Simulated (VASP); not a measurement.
AlP: relaxation of cell and atoms with PBE

The system is AlP.

```
CELL_PARAMETERS angstrom
0.00000 2.75562 2.75562
2.75562 0.00000 2.75562
2.75562 2.75562 0.00000
ATOMIC_POSITIONS crystal
Al 0.00000 0.00000 0.00000
P 0.25000 0.25000 0.25000
```

- Program: VASP 6.6.1
- Task: relaxation of cell and atoms
- Functional: PBE
- Potentials or basis: VASP PAW PBE potentials, release 64 (Al, P)
- Cutoff: 300 eV
- k mesh: 4 × 4 × 4
- Occupations: gaussian, width 0.03 eV
- Spin: no spin polarisation
- Further INCAR settings: ALGO = Normal; EDIFF = 1e-07; IBRION = 2; EDIFFG = -0.005; NSW = 90; ISIF = 3

The pressure after relaxing is 0.0 GPa and the band gap on the k mesh is 1.61 eV, indirect (least direct gap 3.06 eV).

Final structure:
```xyz
2
Lattice="0.0000 2.7556 2.7556 2.7556 0.0000 2.7556 2.7556 2.7556 0.0000" Properties=species:S:1:pos:R:3 pbc="T T T"
Al    0.0000    0.0000    0.0000
P     1.3778    1.3778    1.3778
```

Levels at points of the mesh, in eV from the valence-band top:
```csv
k point,band 1,band 2,band 3,band 4,band 5,band 6,band 7,band 8
"(0.00, 0.00, 0.00)",-11.35,0.00,0.00,0.00,3.06,4.50,4.50,4.50
"(0.50, 0.00, 0.00)",-9.73,-5.42,-0.75,-0.75,2.70,4.79,4.79,8.18
"(0.50, 0.50, 0.00)",-9.10,-5.23,-2.05,-2.05,1.61,2.46,10.82,10.82
```

Wall time 3 s on 1 thread of Intel(R) Xeon(R) Platinum 8259CL CPU @ 2.50GHz (Skylake/Cascade Lake) (shared host), peak memory 0.12 GiB.

Caveat: the k mesh is coarse (spacing up to 0.49 Å⁻¹), so the values aren't converged; the cutoff is under 1.25 times the usual one of these potentials, so pressure, stress and relaxed cells hold a basis-set (Pulay) error; the relaxation stopped at its first step, so nothing moved. A k mesh can miss the band edges.
